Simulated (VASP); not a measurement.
**A VASP 6.6.1 single-point calculation on PbS**

INCAR

```
NSW = 0
IBRION = -1
ISMEAR = -1
LCHARG = .FALSE.
GGA = PE
NELMIN = 4
ISIF = 2
NELM = 90
LASPH = .TRUE.
ENCUT = 520
EDIFF = 1E-7
PREC = Accurate
LWAVE = .FALSE.
NBANDS = 17
LREAL = .FALSE.
SIGMA = 0.02
```

KPOINTS

```
KPOINTS created by Atomic Simulation Environment
0
Gamma
8 8 8
0 0 0
```

POSCAR

```
Pb S
 1.0000000000000000
     0.0000000000000000    2.9872326911000000    2.9872326911000000
     2.9722965276000002    0.0000000000000000    2.9872326911000000
     2.9722965276000002    2.9872326911000000    0.0000000000000000
 Pb  S
   1   1
Cartesian
  0.0000000000000000  0.0000000000000000  0.0000000000000000
  2.9722965275999997  2.9872326911000004  2.9872326911000009
```

The recommended PBE PAW datasets give the neutral cell 20 valence electrons.

Command

```
mpirun -np 1 vasp_std
```

Problem. How does this run end, and what does it give?

Solution. It converged. Results: gap between bands v and c on the k mesh 0.42 eV; least direct gap on the k mesh 0.42 eV; pressure 1.2 GPa. Band v is the last that the valence electrons fill when counted band by band, and c is the next.

OSZICAR

```
N       E                     dE             d eps       ncg     rms          rms(c)
DAV:   1     0.158252380290E+03    0.15825E+03   -0.97118E+03  2014   0.123E+03
DAV:   2     0.272399290143E+01   -0.15553E+03   -0.14972E+03  2175   0.310E+02
DAV:   3    -0.894928998534E+01   -0.11673E+02   -0.11594E+02  2515   0.899E+01
DAV:   4    -0.925135165384E+01   -0.30206E+00   -0.30174E+00  2585   0.158E+01
DAV:   5    -0.926228890202E+01   -0.10937E-01   -0.10936E-01  2945   0.294E+00    0.452E+00
DAV:   6    -0.876060396423E+01    0.50168E+00   -0.14401E+00  3156   0.799E+00    0.317E+00
DAV:   7    -0.876170277330E+01   -0.10988E-02   -0.14575E-01  2413   0.190E+00    0.184E+00
DAV:   8    -0.876546902957E+01   -0.37663E-02   -0.17076E-02  2337   0.139E+00    0.294E-01
DAV:   9    -0.876490678077E+01    0.56225E-03   -0.36999E-03  3154   0.524E-01    0.865E-02
DAV:  10    -0.876510285665E+01   -0.19608E-03   -0.38769E-04  2355   0.114E-01    0.588E-02
DAV:  11    -0.876511043130E+01   -0.75747E-05   -0.62236E-05  2799   0.847E-02    0.163E-02
DAV:  12    -0.876511132425E+01   -0.89295E-06   -0.44054E-06  2613   0.214E-02    0.346E-03
DAV:  13    -0.876511132665E+01   -0.23983E-08   -0.21927E-07  2626   0.451E-03
   1 F= -.87651113E+01 E0= -.87651112E+01  d E =-.182911E-06
```

For comparison, a separate PBE run of the intended cell, on usual settings and not on those above, gives a gap of 0.42 eV on its mesh and a pressure of 1.2 GPa.
